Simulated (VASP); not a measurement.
## VASP 6.6.1 run: LiH

INCAR

```
NELMIN = 4
LASPH = .TRUE.
NBANDS = 9
PREC = Accurate
NSW = 0
IBRION = -1
LWAVE = .FALSE.
EDIFF = 1E-7
NELM = 120
ISIF = 2
ENCUT = 520
LCHARG = .FALSE.
ISMEAR = -5
BMIX = 3
SIGMA = 0.1
LREAL = .FALSE.
GGA = PS
```

KPOINTS

```
KPOINTS created by Atomic Simulation Environment
0
Gamma
10 10 10
0 0 0
```

POSCAR

```
Li H
 1.0000000000000000
    -0.0058000000000000    2.0007000000000001    1.9775000000000000
     1.9821000000000000   -0.0027000000000000    1.9743999999999999
     1.9604999999999999    1.9760000000000000    0.0189000000000000
 Li  H
   1   1
Cartesian
  0.0328203700000000  1.9789099900000000  1.9714390999999998
  1.9683059399999998  2.0019348499999996  1.9876456500000002
```

The recommended PBE PAW datasets give the neutral cell 4 valence electrons.

Command

```
mpirun -np 1 vasp_std
```

**Question.** Predict the outcome of this run.

**Answer.** It converged. Results: gap between bands v and c on the k mesh 2.60 eV; least direct gap on the k mesh 2.70 eV; pressure 0.7 GPa; largest force 0.07 eV/Å. Band v is the last that the valence electrons fill when counted band by band, and c is the next.

OSZICAR

```
N       E                     dE             d eps       ncg     rms          rms(c)
DAV:   1    -0.147969461380E+01   -0.14797E+01   -0.14673E+03  9208   0.403E+02
DAV:   2    -0.627528739137E+01   -0.47956E+01   -0.47651E+01 12726   0.554E+01
DAV:   3    -0.634304985103E+01   -0.67762E-01   -0.67736E-01 11181   0.552E+00
DAV:   4    -0.634334990323E+01   -0.30005E-03   -0.30002E-03 12554   0.318E-01
DAV:   5    -0.634335109870E+01   -0.11955E-05   -0.11954E-05 11092   0.142E-02    0.271E+00
DAV:   6    -0.623380376735E+01    0.10955E+00   -0.41627E-02 10208   0.596E-01    0.190E+00
DAV:   7    -0.611166419766E+01    0.12214E+00   -0.31752E-01  9796   0.177E+00    0.526E-01
DAV:   8    -0.611667949609E+01   -0.50153E-02   -0.10852E-02 11147   0.669E-01    0.140E-01
DAV:   9    -0.611631607036E+01    0.36343E-03   -0.14357E-03 11506   0.134E-01    0.482E-02
DAV:  10    -0.611634513342E+01   -0.29063E-04   -0.68233E-05 11100   0.505E-02    0.899E-03
DAV:  11    -0.611634234360E+01    0.27898E-05   -0.28293E-06 13199   0.131E-02    0.682E-03
DAV:  12    -0.611634250290E+01   -0.15929E-06   -0.23316E-06 13599   0.670E-03    0.248E-03
DAV:  13    -0.611634249476E+01    0.81360E-08   -0.13787E-07 10899   0.254E-03
   1 F= -.61163425E+01 E0= -.61163425E+01  d E =0.000000E+00
```

For comparison, a separate PBEsol run of the intended cell, on usual settings and not on those above, gives a gap of 2.60 eV on its mesh and a pressure of 0.6 GPa.
